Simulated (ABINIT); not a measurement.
# Sr (Fm-3m) in ABINIT: single point with PBEsol

Aim: the single point of Sr with PBEsol.

Everything below comes from runs of ABINIT 10.8.3 (patched build). Logs are shortened: lines on timing, memory, paths and dates and some standing lists are left out, and cuts for length are marked. The log counts tension as positive stress, the text compression.

## 1. The undisturbed crystal

The structure is cubic, space group Fm-3m (No. 225). Conventional cell: a = 6.085 Å, b = 6.085 Å, c = 6.085 Å, α = 90.00°, β = 90.00°, γ = 90.00°. Sr (site symmetry m-3m) has 12 Sr at 4.30 Å as nearest neighbours.

## 2. Single point, PBEsol (cell relaxed)

The input, run.abi:

```
pp_dirpath "./"
pseudos "Sr.upf"

acell 4.1936213156 4.1936213156 4.1936213156 Angstrom
rprim
     0.0000000000     0.7071067812     0.7071067812
     0.7071067812     0.0000000000     0.7071067812
     0.7071067812     0.7071067812     0.0000000000
ntypat 1
znucl 38
natom 1
typat 1
xred
     0.0000000000     0.0000000000     0.0000000000
chkprim 0
chksymtnons 0
tolsym 1.0e-6

ecut 34.0

kptopt 1
ngkpt 6 6 6
nshiftk 1
shiftk 0.0 0.0 0.0

ixc -116133

nband 9
occopt 3
tsmear 0.00183747

nstep 100
tolvrs 1.0e-10

iomode 3
prtwf 0
prtden 0
prteig 0
prtebands 0
enunit 2
prtvol 2
```

Potentials or basis: PseudoDojo NC SR PBEsol v0.4.1 standard.

On the command line:

```
mpirun --bind-to none -np 4 abinit run.abi > log 2>&1
```

run.abo:

```text
.Version 10.8.3 of ABINIT
 Symmetries : space group Fm -3 m (#225); Bravais cF (face-center cubic)
================================================================================
 Values of the parameters that define the memory need of the present run
     intxc =       0    ionmov =       0      iscf =       7    lmnmax =       6
     lnmax =       6     mgfft =      45  mpssoang =       3    mqgrid =    3001
     natom =       1  nloc_mem =       1    nspden =       1   nspinor =       1
    nsppol =       1      nsym =      48    n1xccc =    2501    ntypat =       1
    occopt =       3   xclevel =       2
       mpw =        3356          nfft =       91125          nkpt =          16
================================================================================
================================================================================

--------------------------------------------------------------------------------
------------- Echo of variables that govern the present computation ------------
--------------------------------------------------------------------------------
 -outvars: echo values of preprocessed input variables --------
            acell      7.9247957623E+00  7.9247957623E+00  7.9247957623E+00 Bohr
              amu      8.76200000E+01
          chkprim           0
      chksymtnons           0
             ecut      3.40000000E+01 Hartree
           enunit           2
              ixc     -116133
         kptrlatt        6    0    0      0    6    0      0    0    6
          kptrlen      4.75487746E+01
            natom           1
            nband           9
            ngfft          45      45      45
             nkpt          16
            nstep         100
             nsym          48
           ntypat           1
           occopt           3
           prtden           0
        prtebands           0
           prteig           0
           prtvol           2
            prtwf           0
            rprim      0.0000000000E+00  7.0710678120E-01  7.0710678120E-01
                       7.0710678120E-01  0.0000000000E+00  7.0710678120E-01
                       7.0710678120E-01  7.0710678120E-01  0.0000000000E+00
          spgroup         225
           tolsym      1.00000000E-06
           tolvrs      1.00000000E-10
           tsmear      1.83747000E-03 Hartree
            typat      1
            znucl       38.00000

================================================================================

 chkinp: Checking input parameters for consistency.

================================================================================
== DATASET  1 ==================================================================

--- !DatasetInfo
iteration_state: {dtset: 1, }
dimensions: {natom: 1, nkpt: 16, mband: 9, nsppol: 1, nspinor: 1, nspden: 1, mpw: 3356, }
cutoff_energies: {ecut:  34.0, pawecutdg:  -1.0, }
electrons: {nelect:   1.00000000E+01, charge:   0.00000000E+00, occopt:   3.00000000E+00, tsmear:   1.83747000E-03, }
meta: {optdriver: 0, ionmov: 0, optcell: 0, iscf: 7, paral_kgb: 0, }
...

 Real(R)+Recip(G) space primitive vectors, cartesian coordinates (Bohr,Bohr^-1):
 R(1)=  0.0000000  5.6036768  5.6036768  G(1)= -0.0892271  0.0892271  0.0892271
 R(2)=  5.6036768  0.0000000  5.6036768  G(2)=  0.0892271 -0.0892271  0.0892271
 R(3)=  5.6036768  5.6036768  0.0000000  G(3)=  0.0892271  0.0892271 -0.0892271
 Unit cell volume ucvol=  3.5192429E+02 bohr^3
 Angles (23,13,12)=  6.00000000E+01  6.00000000E+01  6.00000000E+01 degrees

 getcut: wavevector=  0.0000  0.0000  0.0000  ngfft=  45  45  45
         ecut(hartree)=     34.000   => boxcut(ratio)=   2.11524

--- Pseudopotential description ------------------------------------------------
- pspini: atom type   1  psp file is ./Sr.upf
12 -116133 2 -1 1834                          pspcod,pspxc,lmax,lloc,mmax
     nproj     2     2     2

   1.24645130E+02                                ecore*ucvol(ha*bohr**3)
--------------------------------------------------------------------------------

================================================================================

--- !BeginCycle
iteration_state: {dtset: 1, }
solver: {iscf: 7, nstep: 100, nline: 4, wfoptalg: 0, }
tolerances: {tolvrs: 1.00E-10, }
[... 95 lines left out ...]
  1.61E-09
  -0.3333  0.3333  0.1667    1  3.93514E-09 kpt; spin; max resid(k); each band:
  2.47E-18 1.53E-17 2.56E-18 9.50E-18 1.90E-16 7.73E-16 4.54E-16 1.16E-14
  3.94E-09
  -0.3333  0.5000  0.1667    1  1.63957E-04 kpt; spin; max resid(k); each band:
  2.63E-18 2.22E-18 5.23E-18 1.31E-17 2.60E-16 1.46E-16 3.76E-16 1.62E-14
  1.64E-04
 reduced coordinates (array xred) for    1 atoms
       0.000000000000      0.000000000000      0.000000000000
 rms dE/dt=  0.0000E+00; max dE/dt=  0.0000E+00; dE/dt below (all hartree)
    1       0.000000000000      0.000000000000      0.000000000000

 cartesian coordinates (angstrom) at end:
    1      0.00000000000000     0.00000000000000     0.00000000000000

 cartesian forces (hartree/bohr) at end:
    1     -0.00000000000000    -0.00000000000000    -0.00000000000000
 frms,max,avg= 0.0000000E+00 0.0000000E+00   0.000E+00  0.000E+00  0.000E+00 h/b

 cartesian forces (eV/Angstrom) at end:
    1     -0.00000000000000    -0.00000000000000    -0.00000000000000
 frms,max,avg= 0.0000000E+00 0.0000000E+00   0.000E+00  0.000E+00  0.000E+00 e/A
 length scales=  7.924795762253  7.924795762253  7.924795762253 bohr
              =  4.193621315600  4.193621315600  4.193621315600 angstroms
 Fermi (or HOMO) energy (hartree) =   0.16411   Average Vxc (hartree)=  -0.28466
 Eigenvalues (hartree) for nkpt=  16  k points:
 kpt#   1, nband=  9, wtk=  0.00463, kpt=  0.0000  0.0000  0.0000 (reduced coord)
  -1.17471   -0.50908   -0.50908   -0.50908    0.02629    0.25194    0.25194    0.25194
   0.30946
      occupation numbers for kpt#   1
   2.00000    2.00000    2.00000    2.00000    2.00000    0.00000    0.00000    0.00000
   0.00000
 kpt#   2, nband=  9, wtk=  0.03704, kpt=  0.1667  0.0000  0.0000 (reduced coord)
  -1.17455   -0.51135   -0.50938   -0.50938    0.04318    0.22917    0.25800    0.25800
   0.30249
      occupation numbers for kpt#   2
   2.00000    2.00000    2.00000    2.00000    2.00000    0.00000    0.00000    0.00000
   0.00000
 kpt#   3, nband=  9, wtk=  0.03704, kpt=  0.3333  0.0000  0.0000 (reduced coord)
  -1.17421   -0.51576   -0.50998   -0.50998    0.08615    0.19293    0.25266    0.25266
   0.32277
      occupation numbers for kpt#   3
   2.00000    2.00000    2.00000    2.00000    2.00000    0.00000    0.00000    0.00000
[... 64 lines left out ...]
      occupation numbers for kpt#  14
   2.00000    2.00000    2.00000    2.00000    2.00000    0.00000    0.00000    0.00000
   0.00000
 kpt#  15, nband=  9, wtk=  0.11111, kpt= -0.3333  0.3333  0.1667 (reduced coord)
  -1.17388   -0.51593   -0.51372   -0.51154    0.16356    0.16479    0.20062    0.26662
   0.32625
      occupation numbers for kpt#  15
   2.00000    2.00000    2.00000    2.00000    1.14893    0.81791    0.00000    0.00000
   0.00000
 kpt#  16, nband=  9, wtk=  0.05556, kpt= -0.3333  0.5000  0.1667 (reduced coord)
  -1.17383   -0.51612   -0.51357   -0.51235    0.15609    0.18077    0.19625    0.26967
   0.36378
      occupation numbers for kpt#  16
   2.00000    2.00000    2.00000    2.00000    1.97486    0.00023    0.00000    0.00000
   0.00000
 Fermi (or HOMO) energy (eV) =   4.46574   Average Vxc (eV)=  -7.74599
 Eigenvalues (   eV  ) for nkpt=  16  k points:
 kpt#   1, nband=  9, wtk=  0.00463, kpt=  0.0000  0.0000  0.0000 (reduced coord)
 -31.96555  -13.85285  -13.85285  -13.85285    0.71536    6.85561    6.85561    6.85561
   8.42082
 kpt#   2, nband=  9, wtk=  0.03704, kpt=  0.1667  0.0000  0.0000 (reduced coord)
 -31.96103  -13.91453  -13.86103  -13.86103    1.17511    6.23601    7.02047    7.02047
   8.23118
 kpt#   3, nband=  9, wtk=  0.03704, kpt=  0.3333  0.0000  0.0000 (reduced coord)
 -31.95196  -14.03461  -13.87732  -13.87732    2.34423    5.24976    6.87510    6.87510
   8.78308
 kpt#   4, nband=  9, wtk=  0.01852, kpt=  0.5000  0.0000  0.0000 (reduced coord)
 -31.94741  -14.09311  -13.88542  -13.88542    3.29272    4.59129    6.68979    6.68979
   9.53788
 kpt#   5, nband=  9, wtk=  0.02778, kpt=  0.1667  0.1667  0.0000 (reduced coord)
 -31.95952  -13.91265  -13.87473  -13.87473    1.32637    6.10089    7.16987    7.16987
   7.42596
 kpt#   6, nband=  9, wtk=  0.11111, kpt=  0.3333  0.1667  0.0000 (reduced coord)
 -31.95198  -14.00051  -13.89457  -13.89375    2.26958    5.42902    6.46576    7.30366
[... 16 lines left out ...]
 kpt#  12, nband=  9, wtk=  0.05556, kpt= -0.3333  0.3333  0.0000 (reduced coord)
 -31.94293  -14.01470  -14.01314  -13.91008    4.28420    4.76097    5.27283    7.65916
   8.68578
 kpt#  13, nband=  9, wtk=  0.01389, kpt=  0.5000  0.5000  0.0000 (reduced coord)
 -31.94145  -14.07858  -13.93985  -13.93985    3.75627    4.75340    5.61810    9.55798
   9.87425
 kpt#  14, nband=  9, wtk=  0.11111, kpt=  0.5000  0.3333  0.1667 (reduced coord)
 -31.94595  -14.03203  -13.95010  -13.90621    3.29612    5.16061    5.62108    7.56978
   8.39780
 kpt#  15, nband=  9, wtk=  0.11111, kpt= -0.3333  0.3333  0.1667 (reduced coord)
 -31.94293  -14.03907  -13.97912  -13.91975    4.45074    4.48415    5.45905    7.25510
   8.87763
 kpt#  16, nband=  9, wtk=  0.05556, kpt= -0.3333  0.5000  0.1667 (reduced coord)
 -31.94144  -14.04433  -13.97497  -13.94179    4.24756    4.91890    5.34031    7.33815
   9.89899
 Total charge density [el/Bohr^3]
)     Maximum=    4.1025E-01  at reduced coord.    0.0889    0.9111    0.9111
)Next maximum=    4.1025E-01  at reduced coord.    0.9111    0.0889    0.9111
)     Minimum=    4.2982E-03  at reduced coord.    0.0000    0.0000    0.0000
)Next minimum=    6.0859E-03  at reduced coord.    0.5111    0.4889    0.4889
   Integrated=    1.0000E+01

--- !EnergyTerms
iteration_state     : {dtset: 1, }
comment             : Components of total free energy in Hartree
kinetic             :  9.09491931053359E+00
hartree             :  6.73992294545740E+00
xc                  : -8.25406194124654E+00
Ewald energy        : -2.04547042006512E+01
psp_core            :  3.54181666302983E-01
local_psp           : -2.68090937445413E+01
non_local_psp       :  5.13024816332742E+00
internal            : -3.41985878008176E+01
'-kT*entropy'       : -6.59639719521608E-04
total_energy        : -3.41992474405372E+01
total_energy_eV     : -9.30608931426334E+02
band_energy         : -5.18865649270174E+00
...

 Cartesian components of stress tensor (hartree/bohr^3)
  sigma(1 1)=  2.48264861E-07  sigma(3 2)=  0.00000000E+00
  sigma(2 2)=  2.48264861E-07  sigma(3 1)=  0.00000000E+00
  sigma(3 3)=  2.48264861E-07  sigma(2 1)=  0.00000000E+00

-Cartesian components of stress tensor (GPa)         [Pressure= -7.3042E-03 GPa]
- sigma(1 1)=  7.30420440E-03  sigma(3 2)=  0.00000000E+00
- sigma(2 2)=  7.30420440E-03  sigma(3 1)=  0.00000000E+00
- sigma(3 3)=  7.30420440E-03  sigma(2 1)=  0.00000000E+00

== END DATASET(S) ==============================================================
================================================================================

 -outvars: echo values of variables after computation  --------
            acell      7.9247957623E+00  7.9247957623E+00  7.9247957623E+00 Bohr
           etotal     -3.4199247441E+01
            fcart     -0.0000000000E+00 -0.0000000000E+00 -0.0000000000E+00
            rprim      0.0000000000E+00  7.0710678120E-01  7.0710678120E-01
                       7.0710678120E-01  0.0000000000E+00  7.0710678120E-01
                       7.0710678120E-01  7.0710678120E-01  0.0000000000E+00
           strten      2.4826486144E-07  2.4826486144E-07  2.4826486144E-07
                       0.0000000000E+00  0.0000000000E+00  0.0000000000E+00
 Calculation completed.
```

Wall time 5.5 s (4 MPI ranks of AMD EPYC 7R43 (Zen 3), shared host); peak memory 0.32 GiB.

What came out:

- Free energy: -930.6089 eV
- Pressure: 0.0 GPa
- Valence electrons inside the program's atomic spheres: Sr 6.69 (radii [1.0584] Å)
